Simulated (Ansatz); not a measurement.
## Stress against strain in GaP

```xyz
2
Lattice="0.0000 2.7252 2.7252 2.7252 0.0000 2.7252 2.7252 2.7252 0.0000" Properties=species:S:1:pos:R:3 pbc="T T T"
Ga    0.0000    0.0000    0.0000
P     4.0879    4.0879    4.0879
```

Atom numbers follow the list: Ga1, P2.

The geometry is COD entry 9008846, unchecked; take it as a test cell.

Level of theory: DFT, LDA, all-electron LAPW, scalar-relativistic (Ansatz 0.2.0).

Numerical set-up: a Γ-centred 10×10×10 k mesh, Fermi–Dirac smearing of 0.05 eV, basis error target 0.5 meV/atom, no spin polarisation.

The strain is applied along the Cartesian axes of the cell as listed (the other components stay zero). Fractional coordinates are held (clamped ions).

σ is the change of stress from the unstrained cell, which is at -2.73 GPa; tension is positive, so slopes are stress–strain coefficients at that pressure.

Only quantities that a quadratic follows smoothly over the whole series are listed; rougher ones are left out.

| εxx = εyy | σzz (GPa) | σxx (GPa) |
| --- | --- | --- |
| -0.0300 | -3.72 | -6.26 |
| -0.0200 | -2.33 | -3.98 |
| -0.0100 | -1.10 | -1.90 |
| 0.0000 | 0.00 | 0.00 |
| 0.0200 | 1.82 | 3.29 |
| 0.0300 | 2.56 | 4.70 |

Q: Fit the series and read off the stiffness at zero strain.

A: Least-squares fits y = p0 + p1 x + p2 x² to the rows give σzz (GPa): p1 = 104, p2 = -650; σxx (GPa): p1 = 182, p2 = -870. So 2 C12 = 104 GPa and C11 + C12 = 182 GPa.

Q: One run, at εxx = εyy = 0.0100, is withheld. Predict its row.

A: The fits give 0.98, 1.74; the run gave 0.97, 1.72.
